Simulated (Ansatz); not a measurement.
## TiPbO3: the gap under strain

TiPbO3, Pm-3m, a = 3.967 Å. The structure is a Materials Project entry; whether it is the stable form wasn't checked. Ansatz: PBE, PAW, 420 eV, Γ-centred 8×8×8 mesh on 5 atoms, Gaussian smearing 0.02 eV; no spin polarisation. Series: equal strain along all axes, cell held, atoms fixed by symmetry; x is the strain in per cent. The gap is sought over the whole zone. Symmetry holds the atoms on their sites, so the polar shifts and tilts of such a perovskite can't set in.

```tsv
x (%)	gap y (eV)
-4.5	?
-3.0	1.521
-1.5	1.599
0.0	1.655
1.5	1.694
3.0	1.718
4.5	1.633
```

Q: Fit y = E0 + c1 x + c2 x² to the other rows, give the deformation potential for this strain, and predict the missing gap.

A: Least squares on the rows shown. y = 1.6679 + 0.029436 x − 0.0074841 x². The deformation potential is 100 c1 = 2.94 eV per unit strain of each axis, or a third of that, 0.98 eV, as the usual dE_g/d ln V. With a term in x³ added, the coefficient of x becomes 0.04082, 39 % more, which shows how far this figure hangs on the form. At x = -4.5 the fit asked for gives 1.384 eV. The run gave 1.415 eV, so the fit is 0.031 eV too low, 10 % of the span of the series, against an rms of 0.015 eV on the fitted rows. The row lies outside the fitted range. With a term in x³ added, a fit to the same known rows predicts 1.484 eV, which misses by about as much or more on the other side: the known rows don't fix the higher terms. The records add, with no proof that it causes the miss: this run shares the points of its band edges only with the row at -3.0 %; in the others an edge lies at another point of the zone, so the fit mostly follows another valley.

Spin-orbit coupling is left out, which matters for the bands of heavy elements.